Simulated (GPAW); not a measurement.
Cu:

```
CELL_PARAMETERS angstrom
0.00000 1.80750 1.80750
1.80750 0.00000 1.80750
1.80750 1.80750 0.00000
ATOMIC_POSITIONS crystal
Cu 0.00000 0.00000 0.00000
```

* Program: GPAW 26.7.0
* Task: relaxation of cell and atoms
* Functional: PBEsol
* Dispersion: D3
* Potentials or basis: PAW data sets generated in the run's folder for this functional
* Cutoff: 600 eV
* Basis: pw
* k mesh: 13 × 13 × 13
* Occupations: fermi-dirac, width 0.05 eV
* Spin: no spin polarisation

At the start: pressure -11.4 GPa; volume 11.81 Å³/atom.

Question: How do energy, volume and symmetry change on relaxing?

Answer: Over 4 steps the energy falls by 31.5 meV/atom and the volume is 10.96 Å³/atom (-7.2 %); space group Fm-3m (No. 225, to 0.05 Å).

Step by step:
| step | energy change (eV) | largest force (eV/Å) | pressure (GPa) | volume (Å³) |
| --- | --- | --- | --- | --- |
| 1 | 0.0000 | 0.0000 | -11.39 | 11.81 |
| 2 | -0.0230 | 0.0000 | -6.48 | 11.39 |
| 3 | -0.0312 | 0.0000 | 0.91 | 10.91 |
| 4 | -0.0315 | 0.0000 | -0.06 | 10.96 |

Final structure:
```cif
data_structure
_symmetry_space_group_name_H-M 'P 1'
_symmetry_Int_Tables_number 1
_cell_length_a 2.4934
_cell_length_b 2.4934
_cell_length_c 2.4934
_cell_angle_alpha 60.000
_cell_angle_beta 60.000
_cell_angle_gamma 60.000
_cell_volume 10.96
loop_
_atom_site_label
_atom_site_type_symbol
_atom_site_fract_x
_atom_site_fract_y
_atom_site_fract_z
_atom_site_occupancy
Cu1 Cu 0.00000 0.00000 0.00000 1
```

Caveat: with this Cu data set, volumes or pressures lay over 1.5 % or 2 GPa off other programs in two to four cells of ten; later steps reuse the first step's grids; pairwise dispersion overbinds metals, which lowers pressure and volume.
